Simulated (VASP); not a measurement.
# Al2Cu (I4/mcm) in VASP: relaxation of cell and atoms with PBE

Aim: the relaxation of cell and atoms of Al2Cu with PBE.

All numbers are computed with VASP 6.6.1; they aren't measurements. Logs are shortened: lines on timing, memory, paths and dates and some standing lists are left out, and cuts for length are marked.

### Step 1. The crystal as given

It takes space group I4/mcm (No. 140, tetragonal). Conventional cell: a = 6.067 Å, b = 6.067 Å, c = 4.877 Å, α = 90.00°, β = 90.00°, γ = 90.00°. Al (site symmetry m2m) is surrounded by 4 Cu at 2.59 Å and 3 Al at 2.71 to 2.90 Å. Cu (site symmetry 422) is surrounded by 2 Cu at 2.44 Å and 8 Al at 2.59 Å.

The cell was built by a generator and needn't be a form met in nature.

### Step 2. Relaxation of cell and atoms, PBE

INCAR reads:

```
SYSTEM = Al2Cu
ALGO = Fast
EDIFF = 1E-6
EDIFFG = -0.005
ENCUT = 600
GGA = PE
IBRION = 2
ISIF = 3
ISMEAR = 1
KPAR = 16
LASPH = .TRUE.
LCHARG = .FALSE.
LREAL = .FALSE.
LWAVE = .FALSE.
NELM = 100
NSW = 40
PREC = Accurate
SIGMA = 0.2
```

KPOINTS reads:

```
k-points
0
G
  18 18 18
  0 0 0
```

POSCAR reads:

```
Al2Cu
1.0
   -3.0335000000      3.0335000000      2.4385000000
    3.0335000000     -3.0335000000      2.4385000000
    3.0335000000      3.0335000000     -2.4385000000
Al Cu
4 2
Direct
    0.6581000000      0.1581000000      0.8162000000
    0.1581000000      0.3419000000      0.5000000000
    0.3419000000      0.8419000000      0.1838000000
    0.8419000000      0.6581000000      0.5000000000
    0.2500000000      0.2500000000      0.0000000000
    0.7500000000      0.7500000000      0.0000000000
```

Potentials or basis: VASP PAW PBE potentials, release 64 (Al, Cu).

Run with:

```
cat potpaw_PBE.64/Al/POTCAR potpaw_PBE.64/Cu/POTCAR > POTCAR
mpirun -np 16 vasp_std > vasp.out
```

OUTCAR:

```text
SYSTEM = Al2Cu
   EDIFF = 1E-6
   EDIFFG = -0.005
   ENCUT = 600
   GGA = PE
   IBRION = 2
   ISIF = 3
   ISMEAR = 1
   LASPH = .TRUE.
   LREAL = .FALSE.
   NELM = 100
   NSW = 40
   PREC = Accurate

 ion  position               nearest neighbor table
   1  0.658  0.158  0.816-   5 2.59   6 2.59   5 2.59   6 2.59   3 2.71   3 2.90   3 2.90   2 3.10
                             4 3.10   4 3.10   2 3.10   2 3.23   4 3.23   4 3.23   2 3.23
   2  0.158  0.342  0.500-   5 2.59   5 2.59   6 2.59   6 2.59   4 2.71   4 2.90   4 2.90   1 3.10
                             3 3.10   1 3.10   3 3.10   1 3.23   3 3.23   3 3.23   1 3.23
   3  0.342  0.842  0.184-   5 2.59   6 2.59   5 2.59   6 2.59   1 2.71   1 2.90   1 2.90   4 3.10
                             2 3.10   2 3.10   4 3.10   4 3.23   2 3.23   4 3.23   2 3.23
   4  0.842  0.658  0.500-   6 2.59   6 2.59   5 2.59   5 2.59   2 2.71   2 2.90   2 2.90   1 3.10
                             3 3.10   1 3.10   3 3.10   1 3.23   3 3.23   1 3.23   3 3.23
   5  0.250  0.250  0.000-   6 2.44   6 2.44   1 2.59   3 2.59   1 2.59   3 2.59   2 2.59   2 2.59
                             4 2.59   4 2.59
   6  0.750  0.750  0.000-   5 2.44   5 2.44   1 2.59   3 2.59   1 2.59   3 2.59   4 2.59   4 2.59
                             2 2.59   2 2.59

  LATTYP: Found a body centered tetragonal cell.
 ALAT       =     6.0670000000
 C/A-ratio  =     0.8038569309

  Lattice vectors:

 A1 = (  -3.0335000000,   3.0335000000,   2.4385000000)
 A2 = (   3.0335000000,  -3.0335000000,   2.4385000000)
 A3 = (   3.0335000000,   3.0335000000,  -2.4385000000)

Analysis of symmetry for initial positions (statically):
=====================================================================
 Subroutine PRICEL returns:
 Original cell was already a primitive cell.

 Routine SETGRP: Setting up the symmetry group for a
 body centered tetragonal supercell.

 Subroutine GETGRP returns: Found 16 space group operations
 (whereof  8 operations were pure point group operations)
 out of a pool of 16 trial point group operations.

The static configuration has the point symmetry C_4h.
 The point group associated with its full space group is D_4h.

Analysis of symmetry for dynamics (positions and initial velocities):
=====================================================================
 Subroutine PRICEL returns:
 Original cell was already a primitive cell.

 Routine SETGRP: Setting up the symmetry group for a
 body centered tetragonal supercell.

 Subroutine GETGRP returns: Found 16 space group operations
 (whereof  8 operations were pure point group operations)
 out of a pool of 16 trial point group operations.

The dynamic configuration has the point symmetry C_4h.
 The point group associated with its full space group is D_4h.

 Subroutine INISYM returns: Found 16 space group operations
 (whereof  8 operations are pure point group operations),
 and found     1 'primitive' translations

----------------------------------------------------------------------------------------

                                     Primitive cell

  volume of cell :      89.7575

  direct lattice vectors                    reciprocal lattice vectors
    -3.033500000  3.033500000  2.438500000     0.000000000  0.164826108  0.205044084
     3.033500000 -3.033500000  2.438500000     0.164826108  0.000000000  0.205044084
     3.033500000  3.033500000 -2.438500000     0.164826108  0.164826108  0.000000000

  length of vectors
     4.934625290  4.934625290  4.934625290     0.263079309  0.263079309  0.233099318

  position of ions in fractional coordinates (direct lattice)
     0.658100000  0.158100000  0.816200000
     0.158100000  0.341900000  0.500000000
     0.341900000  0.841900000  0.183800000
     0.841900000  0.658100000  0.500000000
     0.250000000  0.250000000  0.000000000
     0.750000000  0.750000000  0.000000000

  ion indices of the primitive-cell ions
   primitive index   ion index
                 1           1
                 2           2
                 3           3
                 4           4
                 5           5
                 6           6

----------------------------------------------------------------------------------------

 KPOINTS: k-points

Automatic generation of k-mesh.
 Grid dimensions read from file:
 generate k-points for:   18   18   18

 Generating k-lattice:

  Cartesian coordinates                     Fractional coordinates (reciprocal lattice)
     0.000000000  0.009157006  0.011391338     0.055555556  0.000000000 -0.000000000
     0.009157006  0.000000000  0.011391338     0.000000000  0.055555556 -0.000000000
     0.009157006  0.009157006  0.000000000     0.000000000  0.000000000  0.055555556

  Length of vectors
     0.014615517  0.014615517  0.012949962

  Shift w.r.t. Gamma in fractional coordinates (k-lattice)
     0.000000000  0.000000000  0.000000000

 Subroutine IBZKPT returns following result:
 ===========================================

 Found    480 irreducible k-points:

 Following reciprocal coordinates:
            Coordinates               Weight
  0.000000  0.000000  0.000000      1.000000
  0.055556 -0.000000  0.000000      8.000000
  0.111111 -0.000000  0.000000      8.000000
  0.166667 -0.000000  0.000000      8.000000
  0.222222 -0.000000  0.000000      8.000000
  0.277778 -0.000000  0.000000      8.000000
[... 16 lines left out ...]
 -0.277778  0.055556 -0.000000     16.000000
 -0.222222  0.055556 -0.000000     16.000000
 [... further k-points ...]
   k-points           NKPTS =    480   k-points in BZ     NKDIM =    480   number of bands    NBANDS=     21
   number of dos      NEDOS =    301   number of ions     NIONS =      6
   total plane-waves  NPLWV =  64000
   dimension x,y,z NGX =    40 NGY =   40 NGZ =   40
   dimension x,y,z NGXF=    80 NGYF=   80 NGZF=   80
   ions per type =               4   2
   NGX,Y,Z   is equivalent  to a cutoff of  13.48, 13.48, 13.48 a.u.
   NGXF,Y,Z  is equivalent  to a cutoff of  26.95, 26.95, 26.95 a.u.
 SYSTEM =  Al2Cu
   PREC   = accura    normal or accurate (medium, high low for compatibility)
   ISTART =      0    job   : 0-new  1-cont  2-samecut
   ICHARG =      2    charge: 1-file 2-atom 10-const
   ISPIN  =      1    spin polarized calculation?
   LNONCOLLINEAR =      F non collinear calculations
   LSORBIT =      F    spin-orbit coupling
   LASPH  =      T    aspherical Exc in radial PAW
   ENCUT  =  600.0 eV  44.10 Ry    6.64 a.u.   9.86  9.86  9.86*2*pi/ulx,y,z
   NELM   =    100;   NELMIN=  2; NELMDL= -5     # of ELM steps
   EDIFF  = 0.1E-05   stopping-criterion for ELM
   LREAL  =      F    real-space projection
   EDIFFG = -.5E-02   stopping-criterion for IOM
   NSW    =     40    number of steps for IOM
   IBRION =      2    ionic relax: 0-MD 1-quasi-New 2-CG
   NFREE  =      1    steps in history (QN), initial steepest desc. (CG)
   ISIF   =      3    stress and relaxation
   ISYM   =      2    0-nonsym 1-usesym 2-fastsym
   POTIM  = 0.5000    time-step for ionic-motion
   TEBEG  =    0.0;   TEEND  =   0.0 temperature during run
   PSTRESS=    0.0 pullay stress
   NELECT =      34.0000    total number of electrons
   NUPDOWN=      -1.0000    fix difference up-down
   EMIN   =  10.00;   EMAX   =-10.00  energy-range for DOS
   EFERMI =   0.00;   METHOD = LEGACY
   ISMEAR =     1;   SIGMA  =   0.20  broadening in eV -4-tet -1-fermi 0-gaus
   EFERMI_NEDOS =   21; number of points for ismear=-14 and -15
   IALGO  =     68    algorithm
   IMIX   =      4    mixing-type and parameters
     AMIX     =   0.40;   BMIX     =  1.00
     AMIX_MAG =   1.60;   BMIX_MAG =  1.00
  volume/ion in A,a.u.               =      14.96       100.95
  Fermi-wavevector in a.u.,A,eV,Ry     =   1.184525  2.238428 19.090326  1.403099
  Thomas-Fermi vector in A             =   2.320737
   LORBIT       =      0    0 simple, 1 ext, 2 COOP (PROOUT), +10 PAW based schemes
   GGA     = PE    functional components
   LHFCALC =     F    Hartree Fock is set to
   AEXX    =    0.0000 exact exchange contribution
   IVDW    =     0    specifies the selected vdW correction
   LEPSILON=     F    determine dielectric tensor
   LRPA    =     F    only Hartree local field effects (RPA)
 conjugate gradient relaxation of ions
 non-spin polarized calculation
 RMM-DIIS sequential band-by-band and
 Methfessel and Paxton  Order N= 1 SIGMA  =   0.20
  energy-cutoff  :      600.00
  volume of cell :       89.76
 maximum number of plane-waves:      3026
   NGX = 19   NGY = 19   NGZ = 19

--------------------------------------- Ionic step        1  -------------------------------------------

 number of electron      33.9999978 magnetization

 Free energy of the ion-electron system (eV)
  ---------------------------------------------------
  ext. energy  EPLUGINS =         0.00000000
  ---------------------------------------------------
  free energy    TOTEN  =       -23.37865241 eV

  energy without entropy =      -23.37864636  energy(sigma->0) =      -23.37865039

------------------------ aborting loop because EDIFF is reached ----------------------------------------

  FORCE on cell =-STRESS in cart. coord.  units (eV):
  Direction    XX          YY          ZZ          XY          YZ          ZX
  --------------------------------------------------------------------------------------
  -------------------------------------------------------------------------------------
  Total       -0.1290900     -0.1290900     -0.1120020      0.0000000      0.0000000      0.0000000
  in kB       -2.3042659     -2.3042659     -1.9992433      0.0000000      0.0000000      0.0000000
  external PRESSURE =      -2.2025917 kB  Pullay stress =       0.0000000 kB
[... 305 lines left out ...]
  energy  without entropy=      -23.3787203625  energy(sigma->0) =      -23.37872920

--------------------------------------- Ionic step        9  -------------------------------------------

 number of electron      33.9999978 magnetization

 Free energy of the ion-electron system (eV)
  ---------------------------------------------------
  ext. energy  EPLUGINS =         0.00000000
  ---------------------------------------------------
  free energy    TOTEN  =       -23.37874898 eV

  energy without entropy =      -23.37872459  energy(sigma->0) =      -23.37874085

 E-fermi :   7.9301     XC(G=0): -10.8469

 val. band max:        7.9277074463   @ k =  -0.2778   0.3333   0.2222
 cond. band min:       7.9310164703   @ k =   0.4444   0.1111   0.0556
 fundamental gap:      0.0033090240
 Fermi energy:         7.9301115371

 k-point     1 :       0.0000    0.0000    0.0000
  band No.  band energies     occupation
      1      -2.7818      2.00000
      2       2.6570      2.00000
      3       2.8674      2.00000
      4       2.8674      2.00000
      5       2.8929      2.00000
      6       3.7729      2.00000
[... 550 lines left out ...]
      5       2.9093      2.00000
      6       3.6455      2.00000
[... 13 lines left out ...]
     20       9.2678     -0.00000
     21      10.2341     -0.00000

 [... further k-points ...]

------------------------ aborting loop because EDIFF is reached ----------------------------------------

  FORCE on cell =-STRESS in cart. coord.  units (eV):
  Direction    XX          YY          ZZ          XY          YZ          ZX
  --------------------------------------------------------------------------------------
  -------------------------------------------------------------------------------------
  Total       -0.0077883     -0.0077883      0.0111607      0.0000000      0.0000000      0.0000000
  in kB       -0.1392195     -0.1392195      0.1995026      0.0000000      0.0000000      0.0000000
  external PRESSURE =      -0.0263121 kB  Pullay stress =       0.0000000 kB
[... 21 lines left out ...]
  FREE ENERGIE OF THE ION-ELECTRON SYSTEM (eV)
  ---------------------------------------------------
  free  energy   TOTEN  =       -23.3787489756 eV

  energy  without entropy=      -23.3787245900  energy(sigma->0) =      -23.37874085

 reached required accuracy - stopping structural energy minimisation
```

Wall time 5 min (16 MPI ranks of Intel Xeon 6975P-C (Granite Rapids), shared host); peak memory 1.1 GiB.

What came out:

- Free energy: -23.3787 eV
- Relaxed volume: 14.94 Å³/atom
- Relaxed cell: a = 4.932 Å, b = 4.932 Å, c = 4.932 Å, α = 104.14°, β = 104.14°, γ = 120.75°
- Space group after relaxing (to 0.05 Å): I4/mcm (No. 140)
- Energy gained by relaxing: 0.0 meV/atom
- Ionic steps: 9
- Pressure after relaxing: 0.0 GPa
- Band gap on the k mesh: none (metal or under the smearing width)

Forces on the atoms (eV/Å):
```
Al  -0.002 -0.002  0.000
Al   0.002 -0.002  0.000
Al   0.002  0.002  0.000
Al  -0.002  0.002  0.000
Cu   0.000  0.000  0.000
Cu   0.000  0.000  0.000
```

Final structure:
```
CELL_PARAMETERS angstrom
-3.03171 3.03171 2.43791
3.03171 -3.03171 2.43791
3.03171 3.03171 -2.43791
ATOMIC_POSITIONS crystal
Al 0.65834 0.15834 0.81668
Al 0.15834 0.34166 0.50000
Al 0.34166 0.84166 0.18332
Al 0.84166 0.65834 0.50000
Cu 0.25000 0.25000 0.00000
Cu 0.75000 0.75000 0.00000
```

Levels at points of the mesh, in eV from the Fermi level:
| k point | band 15 | band 16 | band 17 | band 18 | band 19 | band 20 |
| --- | --- | --- | --- | --- | --- | --- |
| (0.00, 0.00, 0.00) | -1.30 | -1.16 | -1.16 | -0.82 | -0.37 | 0.07 |
| (0.50, 0.00, 0.00) | -2.57 | -2.57 | 0.23 | 0.23 | 4.03 | 4.03 |
| (0.50, 0.50, 0.00) | -1.41 | -1.28 | -0.99 | -0.65 | 0.77 | 1.24 |
| (0.50, 0.50, 0.50) | -3.19 | -1.80 | 2.56 | 2.98 | 2.98 | 3.33 |
